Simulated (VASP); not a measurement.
Write the native input for VASP 6.6.1 that does the following.

- Task: relaxation of cell and atoms
- Functional: PBEsol
- Potentials or basis: VASP PAW PBE potentials, release 64 (Mo_sv, Se)
- Cutoff: 600 eV
- k mesh: 9 × 9 × 2
- Occupations: gaussian, width 0.02 eV
- Spin: no spin polarisation
- Further INCAR settings: ALGO = Normal; EDIFF = 1e-07; IBRION = 2; EDIFFG = -0.005; NSW = 90; ISIF = 3

The structure of MoSe2 lies in POSCAR:

```
MoSe2
1.0
    3.3222601900      0.0000000000      0.0000000000
   -1.6611300900      2.8771617200      0.0000000000
    0.0000000000      0.0000000000     13.5429565500
Mo Se
2 4
Direct
    0.6666666700      0.3333333300      0.7500000000
    0.3333333300      0.6666666700      0.2500000000
    0.3333333300      0.6666666700      0.8722223200
    0.6666666700      0.3333333300      0.3722223200
    0.3333333300      0.6666666700      0.6277776800
    0.6666666700      0.3333333300      0.1277776800
```

The cell is a database's computed one.

These files were run (other wordings do the same):

INCAR

```
ALGO = Normal
EDIFF = 1E-7
EDIFFG = -0.005
ENCUT = 600
GGA = PS
IBRION = 2
ISIF = 3
ISMEAR = 0
LASPH = T
LCHARG = F
LREAL = F
LWAVE = F
NELM = 60
NSW = 90
PREC = Accurate
SIGMA = 0.02
```

KPOINTS

```
k-points
0
Gamma
  9 9 2
```

Potentials or basis: VASP PAW PBE potentials, release 64 (Mo_sv, Se).

Run with:

```sh
$ cat potpaw_PBE.64/Mo_sv/POTCAR potpaw_PBE.64/Se/POTCAR > POTCAR
$ mpirun -np 1 vasp_std > vasp.out
```

It gave:

The relaxed volume is 20.28 Å³/atom and the relaxed cell is a = 3.271 Å, b = 3.271 Å, c = 13.133 Å, α = 90.00°, β = 90.00°, γ = 120.00°. The space group after relaxing (to 0.05 Å) is P6_3/mmc (No. 194), the energy gained by relaxing is 8.7 meV/atom and the ionic steps are 24. The pressure after relaxing is 0.0 GPa. The band gap on the k mesh is 0.99 eV, indirect (least direct gap 1.49 eV).

Caveat: the PAW data sets were made with another functional, which shifts forces and pressure a little; an odd mesh through Γ misses points on the zone boundary, where band edges often lie; this functional lacks dispersion, which binds the layers, so the pressure and a relaxed spacing across them are unreliable.

It took 17 min on 1 thread of AMD EPYC 9R45 96-Core Processor (Zen 5) (shared host), peak memory 0.33 GiB.
